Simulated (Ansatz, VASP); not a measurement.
# TiC in VASP and in Ansatz

The input INCAR:

```
SYSTEM = TiC
PREC = Accurate
ENCUT = 520
EDIFF = 1E-6
ISMEAR = -1
SIGMA = 0.05
LREAL = .FALSE.
LASPH = .TRUE.
NELM = 80
ALGO = Normal
ISIF = 2
LWAVE = .FALSE.
LCHARG = .FALSE.
GGA = CA
NBANDS = 15
```

The input KPOINTS:

```
regular mesh
0
G
  11 11 11
  0 0 0
```

POSCAR

```
TiC
1.0
    0.0000000000      2.1364487848      2.1364487848
    2.1364487848      0.0000000000      2.1364487848
    2.1364487848      2.1364487848      0.0000000000
Ti C
1 1
Direct
    0.0000000000      0.0000000000      0.0000000000
    0.5000000000      0.5000000000      0.5000000000
```

File input.yaml:

```yaml
crystal:
  lattice:
    - [0.0, 2.1364487848, 2.1364487848]
    - [2.1364487848, 0.0, 2.1364487848]
    - [2.1364487848, 2.1364487848, 0.0]
  atoms:
    - { symbol: Ti, position: [0.0, 0.0, 0.0] }
    - { symbol: C, position: [0.5, 0.5, 0.5] }
kpoints:
  mp_grid: { grid: [11, 11, 11] }
scf:
  occupations: { method: fermi_dirac, width: 0.05 }
hamiltonian:
  xc: lda
  pseudopotentials: { kind: all_electron, lapw: { basis_error: 0.001 } }
output:
  forces: true
  stress: true
  eigenvalues: true
```

Change from the starting cell: volume scaled by 0.96.

Alike in both runs: task single point; functional LDA; k mesh 11 × 11 × 11; occupations fermi-dirac, width 0.05 eV; no spin polarisation.

```csv
,VASP,Ansatz
version,VASP 6.6.1,Ansatz 0.2.0
potentials or method,"VASP PAW LDA potentials, release 64 (Ti_sv, C)","all-electron LAPW, scalar-relativistic"
plane-wave cutoff (eV),520,see its input
```

VASP gave:

| Item | Value |
| --- | --- |
| gap on the k mesh at the Fermi level (eV) | none |
| pressure (GPa) | -1.6 |

**Question.** Estimate Ansatz's values.

**Answer.** gap on the k mesh at the Fermi level (eV): none; pressure (GPa): -2.2.

A gap of «none» marks a metal or a gap that the smearing closes. Ansatz ran all-electron here, so the differences hold the error of VASP's frozen core and of both bases.
